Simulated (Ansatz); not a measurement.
We consider zinc-blende AlSb, described by dielectric-dependent PBE hybrid (Ansatz, a quantum-chemistry and plane-wave program, plane waves, PAW).

Settings: plane-wave cutoff 460 eV, 8×8×8 k mesh, Fermi–Dirac smearing 0.01 eV, scalar-relativistic PAW data made under PBE.

The cell has the measured lattice: a = b = c = 6.1355 Å, α = β = γ = 90.00°.

Question: Estimate the band gap, smallest direct gap on the k points sampled and width of the whole s-p valence band that the calculation returns.

Answer: 
- band gap: 1.60 eV
- smallest direct gap on the k points sampled: 2.08 eV
- width of the whole s-p valence band: 11.17 eV

Measured, for comparison: band gap 1.73 eV (zero-point renormalisation of 35 meV (experimental, the table's column) added back here, indirect; inputs from Miglio et al. (2020), arXiv:2011.12765).

Note: cell and atoms aren't relaxed at this level (pressure 1.8 GPa).

Spin–orbit coupling is not included; with these elements it can move the gap by several tenths of an eV or more.

The computed numbers hold no vibrational or temperature effects.
